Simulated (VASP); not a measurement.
BaF2 (Frankdicksonite), 3 atoms in the cell. Symmetry: Fm-3m, No. 225, cubic system. The conventional cell has a = 6.175 Å, b = 6.175 Å, c = 6.175 Å, α = 90.00°, β = 90.00°, γ = 90.00°. Around Ba (site symmetry m-3m) lie 8 F at 2.67 Å. F (site symmetry -43m) has 4 Ba at 2.67 Å as nearest neighbours. 

- Program: VASP 6.6.1
- Task: relaxation of cell and atoms
- Functional: PBEsol
- Potentials or basis: VASP PAW PBE potentials, release 64 (Ba_sv, F)
- Cutoff: 600 eV
- k mesh: 8 × 8 × 8
- Occupations: gaussian, width 0.03 eV
- Spin: no spin polarisation
- Further INCAR settings: ALGO = Normal; EDIFF = 1e-07; IBRION = 2; EDIFFG = -0.005; NSW = 90; ISIF = 3

Potentials or basis: VASP PAW PBE potentials, release 64 (Ba_sv, F).

The run is started by

```console
$ cat potpaw_PBE.64/Ba_sv/POTCAR potpaw_PBE.64/F/POTCAR > POTCAR
$ mpirun -np 2 vasp_std > vasp.out
```

Hardware: 2 MPI ranks on AMD EPYC 7R43 64-Core Processor (Zen 3), with other jobs on the host.

Problem. Estimate the wall time of this run.

Solution. It took 60 s on 2 MPI ranks on AMD EPYC 7R43 64-Core Processor (Zen 3) (shared host), peak memory 0.18 GiB a rank. Counts: scf iterations 22, k points 29, ion steps 2.
